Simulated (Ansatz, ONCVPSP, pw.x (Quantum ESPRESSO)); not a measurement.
## pw.x on fcc Nb: one setting changed

Potential: optimised norm-conserving Vanderbilt (ONCV), ONCVPSP 4.0.1, PBE; core [Ar] 3d10, reference 4s2 4p6 4d4 5s1; waves: 4s+5s: rc 2.15 bohr, ncon 5, nbas 9, qcut 6.4 1/bohr, 2 projectors; 4p: rc 1.75 bohr, ncon 4, nbas 8, qcut 8.3 1/bohr, 2 projectors, debl 3.8 Ha; 4d: rc 2.55 bohr, ncon 5, nbas 9, qcut 6.9 1/bohr, 2 projectors, debl 2 Ha; local part: polynomial inside 1.50 bohr (lpopt 3, dvloc0 9 Ha); core correction: none.

The reference run (k-mesh 13³, cutoffs 60/240 Ry, Fermi–Dirac 0.01 Ry, mixing_beta 0.4, conv_thr 1e-9, no spin) gives 0.97 GPa at 18.774 Å³/atom, where all-electron LAPW gives 0.27 GPa. This run, with its own iteration cap, changes nosym to true.

```
&control
  calculation='scf', prefix='x', pseudo_dir='./', outdir='./tmp', tstress=.true., disk_io='none'
/
&system
  ibrav=0, nat=1, ntyp=1, ecutwfc=60, ecutrho=240, nbnd=14,
  occupations='smearing', smearing='fd', degauss=0.01, nosym=.true.
/
&electrons
  conv_thr=1e-09, mixing_beta=0.4, electron_maxstep=70
/
ATOMIC_SPECIES
Nb 1.0 Nb.UPF
CELL_PARAMETERS angstrom
  0.00000000 2.10948094 2.10948094
  2.10948094 0.00000000 2.10948094
  2.10948094 2.10948094 0.00000000
ATOMIC_POSITIONS crystal
Nb 0.0000 0.0000 0.0000
K_POINTS automatic
13 13 13 0 0 0
```

```bash
pw.x < Nb.scf.in > Nb.scf.out
```

Problem. How does the run end?

Solution. It converges in 8 iterations; the free energy moves by +0.0 meV/atom and the pressure by +0.00 GPa. The result is that of the reference run.

```
lattice parameter (alat)  =       5.6375  a.u.
     unit-cell volume          =     126.6932 (a.u.)^3
     number of electrons       =        13.00
     number of Kohn-Sham states=           14
     kinetic-energy cutoff     =      60.0000  Ry
     charge density cutoff     =     240.0000  Ry
     scf convergence threshold =      1.0E-09
     Exchange-correlation= PBE
     number of k points=  1099  Fermi-Dirac smearing, width (Ry)=  0.0100
     iteration #  1     ecut=    60.00 Ry     beta= 0.40
     total energy              =    -114.47416597 Ry
     estimated scf accuracy    <       0.09707694 Ry
     iteration #  2     ecut=    60.00 Ry     beta= 0.40
     total energy              =    -114.47678951 Ry
     estimated scf accuracy    <       0.01234471 Ry
     iteration #  3     ecut=    60.00 Ry     beta= 0.40
     total energy              =    -114.47827583 Ry
     estimated scf accuracy    <       0.00076441 Ry
     iteration #  4     ecut=    60.00 Ry     beta= 0.40
     total energy              =    -114.47831155 Ry
     estimated scf accuracy    <       0.00003287 Ry
     iteration #  5     ecut=    60.00 Ry     beta= 0.40
     total energy              =    -114.47831911 Ry
     estimated scf accuracy    <       0.00000042 Ry
     iteration #  6     ecut=    60.00 Ry     beta= 0.40
     total energy              =    -114.47831919 Ry
     estimated scf accuracy    <       0.00000003 Ry
     iteration #  7     ecut=    60.00 Ry     beta= 0.40
     total energy              =    -114.47831919 Ry
     estimated scf accuracy    <       0.00000002 Ry
     iteration #  8     ecut=    60.00 Ry     beta= 0.40
     the Fermi energy is    17.4202 ev
!    total energy              =    -114.47831920 Ry
     estimated scf accuracy    <          3.6E-10 Ry
     smearing contrib. (-TS)   =      -0.00686172 Ry
     The total energy is F=E-TS. E is the sum of the following terms:
     one-electron contribution =     -19.42418590 Ry
     hartree contribution      =      15.79430687 Ry
     xc contribution           =     -13.65450341 Ry
     ewald contribution        =     -97.18707503 Ry
     convergence has been achieved in   8 iterations
          total   stress  (Ry/bohr**3)                   (kbar)     P=        9.73
     Message from routine punch:
     Nothing written, as per user request (disk_io='none')
```

The run took about 1.9 min on one core of a shared host (Intel(R) Xeon(R) 6975P-C, 192 threads, 756 GiB, load 70).
